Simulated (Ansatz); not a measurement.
# BaS: the cost of one run

Computed with Ansatz 0.2.0 (DFT PBEsol, frozen-core PAW, scalar-relativistic unless said, unless a step's input says otherwise).

## 1. The system as given

The structure is cubic, space group Fm-3m (No. 225). The conventional cell has a = 6.333 Å, b = 6.333 Å, c = 6.333 Å, α = 90.00°, β = 90.00°, γ = 90.00°. Ba (site symmetry m-3m) has 6 S at 3.17 Å as nearest neighbours. Around S (site symmetry m-3m) lie 6 Ba at 3.17 Å.

As a file:

```
Ba S
1.0
     0.00000    3.16630    3.16630
     3.16630    0.00000    3.16630
     3.16630    3.16630    0.00000
Ba S
1 1
Direct
  0.00000 0.00000 0.00000
  0.50000 0.50000 0.50000
```

Cartesian axes are those of the input's lattice vectors. The structure goes back to a database entry.

## 2. At zero pressure, PAW

Contents of input.yaml:

```yaml
crystal:
  lattice:
    - [0.0, 3.16629595138, 3.16629595138]
    - [3.16629595138, 0.0, 3.16629595138]
    - [3.16629595138, 3.16629595138, 0.0]
  atoms:
    - { symbol: Ba, position: [0.0, 0.0, 0.0] }
    - { symbol: S, position: [0.5, 0.5, 0.5] }
kpoints:
  mp_grid: { grid: [8, 8, 8] }
scf:
  occupations: { method: fixed }
hamiltonian:
  xc: pbesol
  pseudopotentials: { kind: paw }
elastic:
  mode: relaxed_ion
  stencil: two_point
  amplitude: 0.005
```

Run with:

```sh
> ansatz run input.yaml --threads 1 --pin off --max-ram 3072MiB --backend cpu --events-out ev --progress --plain --runs-dir out
```

What time and memory should one allow on 1 thread of Arm Neoverse V2, shared host?

About 17 s, with a peak of 0.38 GiB.
